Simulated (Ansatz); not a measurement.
hcp against fcc along group 14

Computed with DFT, PBE, plane waves (420 eV) with PAW, scalar-relativistic (Ansatz).

Each structure is relaxed within its symmetry, in the lowest magnetic state of the tried starts. Differences under about 8 meV lie within the error of the k-point mesh.

| element | E(hcp) − E(fcc) (meV/atom) | V(hcp) (Å³/atom) | V(fcc) (Å³/atom) | state of hcp | state of fcc |
| --- | --- | --- | --- | --- | --- |
| Si | -28 | 14.39 | 14.44 | spin not included | spin not included |
| Ge | 7 | 19.35 | 19.56 | spin not included | spin not included |
| Sn | -4 | 27.73 | 28.03 | spin not included | spin not included |
| Pb | ? | ? | ? | ? | ? |

Problem. Fill in the row of Pb.

Solution. E(hcp) − E(fcc) (meV/atom): 16; V(hcp) (Å³/atom): 31.88; V(fcc) (Å³/atom): 31.91; state of hcp: spin not included; state of fcc: spin not included.
